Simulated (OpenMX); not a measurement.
## CdS (Greenockite) under changes of volume

One of the cells (25.121 Å³/atom); the others are scaled copies at fixed shape and fractional positions:

```
CELL_PARAMETERS angstrom
4.15000 0.00000 0.00000
-2.07500 3.59401 0.00000
0.00000 0.00000 6.73700
ATOMIC_POSITIONS crystal
Cd 0.66667 0.33333 0.50000
Cd 0.33333 0.66667 0.00000
S 0.66667 0.33333 0.87500
S 0.33333 0.66667 0.37500
```

* Program: OpenMX 3.8.5
* Functional: PBE
* Potentials or basis: OpenMX 2013 PBE set, Cd7.0-s3p2d2, S7.0-s2p2d1f1, fixed grid of 48 × 48 × 90 points
* k mesh: 7 × 7 × 5
* Occupations: fermi-dirac, width 0.05 eV
* Spin: no spin polarisation

| volume (Å³/atom) | energy over the lowest point (meV/atom) | gap on the mesh (eV) | largest force (eV/Å) |
| --- | --- | --- | --- |
| 23.614 | 55.47 | 1.53 | 0.093 |
| 24.116 | 35.31 | 1.47 | 0.089 |
| 24.618 | ? | ? | ? |
| 25.121 | 9.49 | 1.35 | 0.080 |
| 25.623 | 2.98 | 1.29 | 0.075 |
| 26.126 | 0.00 | 1.23 | 0.071 |
| 26.628 | 0.35 | 1.17 | 0.066 |

Task: What does the run at 24.618 Å³/atom give?

Result: Energy over the lowest point 20.10 meV/atom; gap on the mesh 1.41 eV; largest force 0.085 eV/Å.

Worked out: A Birch-Murnaghan fit of order 3 (a polynomial in V^(-2/3)) to the other rows has its minimum at 26.32 Å³/atom with B0 = V·E''(V) = 52 GPa and B' = 4.6 at fixed shape and positions, which overstates the stiffness. It gives 20.16 meV/atom at 24.618 Å³/atom, against the run's 20.10. A straight line through the other rows of the gap, of slope -2.99 eV per unit of ln V (its deformation potential), gives 1.41 eV, against the run's 1.41.

Energies are extrapolated to zero smearing.

Caveats: the basis of atomic orbitals isn't converged, which shifts pressures, moduli and gaps.

Spin-orbit coupling on Cd is left out.
